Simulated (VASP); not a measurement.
Level of theory: PBE GGA, VASP's PBE PAW potentials (set 64) (plane waves; VASP).

VASP input:

File POSCAR:
```
BaF2
1
    0.0000000000     3.1442183820     3.1442183820
    3.1442183820     0.0000000000     3.1442183820
    3.1442183820     3.1442183820     0.0000000000
Ba F
1 2
Direct
  0.0000000000   0.0000000000   0.0000000000
  0.2500000000   0.2500000000   0.2500000000
  0.7500000000   0.7500000000   0.7500000000
```

### KPOINTS
```
k-points along high-symmetry lines
15
Line-mode
Reciprocal
  0.000000   0.000000   0.000000 ! GAMMA
  0.500000   0.000000   0.500000 ! X

  0.500000   0.000000   0.500000 ! X
  0.625000   0.250000   0.625000 ! U

  0.375000   0.375000   0.750000 ! K
  0.000000   0.000000   0.000000 ! GAMMA

  0.000000   0.000000   0.000000 ! GAMMA
  0.500000   0.500000   0.500000 ! L

  0.500000   0.500000   0.500000 ! L
  0.500000   0.250000   0.750000 ! W

  0.500000   0.250000   0.750000 ! W
  0.500000   0.000000   0.500000 ! X
```

INCAR:
```
SIGMA = 0.05   ! width (eV)
LWAVE = .False.
LMAXMIX = 4
SYSTEM = BaF2
LASPH = .True.   ! aspherical one-centre terms
NELM = 100   ! most electronic steps
ISMEAR = 0   ! Gaussian
ALGO = Normal
ICHARG = 11   ! fixed density
LCHARG = .False.
EDIFF = 1E-7   ! SCF stop (eV)
LREAL = .False.   ! projection in real space or not
GGA = PE   ! PBE
LORBIT = 11
ENCUT = 520   ! plane-wave cut-off (eV)
PREC = Accurate
```

POTCAR, in this order: Ba_sv F (PBE.64 set). Program: vasp_std. Read from the step before: CHGCAR.

What VASP printed:

OUTCAR:
```
 ion  position               nearest neighbor table
   1  0.000  0.000  0.000-   3 2.72   3 2.72   3 2.72   2 2.72   3 2.72   2 2.72   2 2.72   2 2.72
  LATTYP: Found a face centered cubic cell.
 ALAT       =     6.2884367640
 Subroutine PRICEL returns:
 Original cell was already a primitive cell.
 Subroutine GETGRP returns: Found 48 space group operations
The static configuration has the point symmetry O_h .
The dynamic configuration has the point symmetry O_h .
 Subroutine INISYM returns: Found 48 space group operations
   k-points           NKPTS =     90   k-points in BZ     NKDIM =     90   number of bands    NBANDS=     16
   number of dos      NEDOS =    301   number of ions     NIONS =      3
   total plane-waves  NPLWV =  46656
   dimension x,y,z NGX =    36 NGY =   36 NGZ =   36
   dimension x,y,z NGXF=    72 NGYF=   72 NGZF=   72
   ions per type =               1   2
   PREC   = accura    normal or accurate (medium, high low for compatibility)
   ISTART =      0    job   : 0-new  1-cont  2-samecut
   ICHARG =     11    charge: 1-file 2-atom 10-const
   ISPIN  =      1    spin polarized calculation?
   LNONCOLLINEAR =      F non collinear calculations
   LSORBIT =      F    spin-orbit coupling
   INIWAV =      1    electr: 0-lowe 1-rand  2-diag
   ENCUT  =  520.0 eV  38.22 Ry    6.18 a.u.   8.27  8.27  8.27*2*pi/ulx,y,z
   NELM   =    100;   NELMIN=  2; NELMDL= -5     # of ELM steps
...
```

OSZICAR:
```
       N       E                     dE             d eps       ncg     rms          rms(c)
DAV:   1     0.157297261087E+03    0.15730E+03   -0.13049E+04  2880   0.139E+03
DAV:   2    -0.993629966640E+01   -0.16723E+03   -0.16241E+03  3952   0.282E+02
DAV:   3    -0.169962304468E+02   -0.70599E+01   -0.70529E+01  3728   0.675E+01
DAV:   4    -0.171373497455E+02   -0.14112E+00   -0.14110E+00  4040   0.755E+00
DAV:   5    -0.171404501895E+02   -0.31004E-02   -0.31004E-02  3888   0.766E-01
DAV:   6    -0.171404849919E+02   -0.34802E-04   -0.34802E-04  4016   0.705E-02
DAV:   7    -0.171404857893E+02   -0.79737E-06   -0.79735E-06  3832   0.713E-03
DAV:   8    -0.171404858191E+02   -0.29826E-07   -0.29846E-07  3096   0.106E-03
   1 F= -.17140486E+02 E0= -.17140486E+02  d E =-.268312E-21
```

File OUTCAR:
```
 val. band max:       -2.2328555989   @ k =   0.2143   0.2143   0.4286

 cond. band min:       4.3402971136   @ k =   0.0000   0.0000   0.0000



 k-point     1 :       0.0000    0.0000    0.0000
  band No.  band energies     occupation
      1     -25.4576      2.00000
      2     -21.1061      2.00000
      3     -21.1054      2.00000
      4     -10.3474      2.00000
      5     -10.3474      2.00000
      6     -10.3474      2.00000
      7      -3.6065      2.00000
      8      -3.6065      2.00000
      9      -3.6065      2.00000
     10      -2.2943      2.00000
     11      -2.2943      2.00000
     12      -2.2943      2.00000
     13       4.3403      0.00000
     14       6.7824      0.00000
     15       6.7824      0.00000
     16       8.8131      0.00000

 k-point     2 :       0.0357    0.0000    0.0357
  band No.  band energies     occupation
      1     -25.4550      2.00000
      2     -21.1089      2.00000
      3     -21.1068      2.00000
      4     -10.3518      2.00000
      5     -10.3518      2.00000
      6     -10.3460      2.00000
      7      -3.5980      2.00000
      8      -3.5980      2.00000
      9      -3.5927      2.00000
     10      -2.3154      2.00000
     11      -2.2927      2.00000
     12      -2.2926      2.00000
     13       4.3796      0.00000
     14       6.7666      0.00000
     15       6.7954      0.00000
     16       8.7985      0.00000

 k-point     3 :       0.0714    0.0000    0.0714
  band No.  band energies     occupation
      1     -25.4474      2.00000
      2     -21.1188      2.00000
      3     -21.1112      2.00000
      4     -10.3648      2.00000
      5     -10.3648      2.00000
      6     -10.3419      2.00000
      7      -3.5729      2.00000
      8      -3.5729      2.00000
      9      -3.5517      2.00000
     10      -2.3769      2.00000
     11      -2.2880      2.00000
     12      -2.2880      2.00000
     13       4.4949      0.00000
     14       6.7204      0.00000
...
```

The density is held fixed in this step, so its total energy and stress have no physical meaning. Unless said otherwise, spin-orbit coupling is left out, though it shifts the bands of the heavy elements here.

The compound is BaF2 in the fluorite structure. It was relaxed first.
